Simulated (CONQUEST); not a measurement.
Input of a CONQUEST 1.3 run:

File Conquest_input:

```
IO.Title InPd
IO.Coordinates coords.dat
IO.FractionalAtomicCoords T
IO.Iprint 2
IO.Iprint_init 1
General.NumberOfSpecies 2
General.PseudopotentialType hamann
General.DFT_D2 T
AtomMove.TypeOfRun static
AtomMove.FullStress T
Grid.GridCutoff 120
DM.SolutionMethod diagon
Diag.MPMesh T
Diag.GammaCentred T
Diag.MPMeshX 6
Diag.MPMeshY 6
Diag.MPMeshZ 6
Diag.kT 0.00183747
minE.SCTolerance 1e-6
SC.MaxIters 100
IO.AtomChargeOutput T
IO.writeDOS T
IO.write_proj_DOS T
IO.DumpChargeDensity T
IO.DumpTotPot T
%block ChemicalSpeciesLabel
1 114.820 In
2 106.420 Pd
%endblock
```

coords.dat

```
    6.1829661455     0.0000000000     0.0000000000
    0.0000000000     6.1829661455     0.0000000000
    0.0000000000     0.0000000000     6.1829661455
2
  0.0000000000   0.0000000000   0.0000000000 1 T T T
  0.5000000000   0.5000000000   0.5000000000 2 T T T
```

The input Conquest_input (lines added for PostProcessCQ):

```
Process.Job pdos
Process.min_DOS_E -0.7582
Process.max_DOS_E 0.2418
Process.sigma_DOS 0.005
Process.n_DOS 301
Process.pDOS_l_resolved T
```

Potentials or basis: PseudoDojo NC PBE, SZ, grid cutoff 120 Ha.

Command:

```console
$ Conquest
$ PostProcessCQ   # after the lines are added to Conquest_input
```

**Question.** What does it give for the band gap on the k mesh?

**Answer.** None (metal or under the smearing width).

States per cell in windows of 1 eV (zero at the Fermi level; states under -8 eV left out):
```csv
from (eV),total,Pd_d,In_p,In_s,Pd_s,In_d,Pd_p
-8.0,0.38,0.06,0.07,0.21,0.03,0.00,0.00
-7.0,0.90,0.28,0.15,0.43,0.03,0.01,0.00
-6.0,0.32,0.14,0.12,0.03,0.03,0.00,0.00
-5.0,1.98,1.23,0.60,0.05,0.08,0.02,0.00
-4.0,3.62,3.20,0.37,0.01,0.02,0.02,0.00
-3.0,3.42,3.18,0.17,0.01,0.03,0.02,0.00
-2.0,0.97,0.72,0.17,0.02,0.05,0.00,0.00
-1.0,0.71,0.33,0.29,0.05,0.04,0.00,0.00
0.0,0.62,0.23,0.27,0.08,0.04,0.00,0.00
1.0,0.20,0.07,0.07,0.05,0.01,0.00,0.00
2.0,0.77,0.15,0.28,0.16,0.17,0.01,0.00
3.0,0.79,0.12,0.44,0.18,0.06,0.00,0.00
4.0,0.34,0.04,0.17,0.02,0.11,0.00,0.00
5.0,1.12,0.09,0.64,0.09,0.30,0.01,0.00
6.0,0.46,0.03,0.37,0.01,0.05,0.00,0.00
7.0,0.35,0.03,0.25,0.04,0.04,0.00,0.00
```

Caveat: the atomic basis is small; the basis of atomic orbitals isn't converged, which shifts pressures, moduli and gaps.
